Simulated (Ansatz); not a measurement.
CsI (CsCl type, Pm-3m), r²SCAN (plane waves, PAW; program Ansatz): ε∞ = 3.09, cell volume 98.02 Å³. Infrared-active transverse modes:

```csv
ω_TO (cm⁻¹),oscillator strength S_xx (e²/amu)
57.0,0.02560
```

**Question.** Compute the static dielectric constant.

**Answer.** Each mode adds (4.921e7/V) S/ω²: 3.96. So ε0 = 7.05.

**Question.** What LO frequency does the Lyddane–Sachs–Teller relation give?

**Answer.** ω_LO = ω_TO √(ε0/ε∞) = 86 cm⁻¹.

The r²SCAN relaxation kept the symmetry of its start; phonons on a q-mesh show no instability. Scalar-relativistic: spin–orbit coupling is off unless named, which matters more the heavier the elements.

Potentials: the later of the program's two PAW sets.
